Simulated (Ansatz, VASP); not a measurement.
Ta: VASP beside Ansatz

```
Ta
1.0
    -1.47021    1.47021    1.47021
     1.47021   -1.47021    1.47021
     1.47021    1.47021   -1.47021
Ta
1
Direct
  0.00000 0.00000 0.00000
```

Change from the starting cell: volume scaled by 0.72, LAPW.

Alike in both runs: task single point; functional PBEsol; k mesh 18 × 18 × 18; occupations fermi-dirac, width 0.05 eV; no spin polarisation.

|  | VASP | Ansatz |
| --- | --- | --- |
| version | VASP 6.6.1 | Ansatz 0.2.0 |
| potentials or method | VASP PAW PBE potentials, release 64 (Ta_pv), cutoff 520 eV | all-electron LAPW, scalar-relativistic |

VASP gave:

```
pressure (GPa) : 126.9
```

Question: Estimate Ansatz's values.

Answer: Pressure (GPa): 122.8.

Ansatz ran all-electron here, so the differences hold the error of VASP's frozen core and of both bases.

Caveats: the cell as given lies far from equilibrium; so large a pressure means that the cell lies far from this level's equilibrium, or that cutoff or potentials fall short (VASP); the potentials were made for another functional, which shifts forces and pressure (VASP). The runs have no spin-orbit coupling, so splittings on Ta are missing.
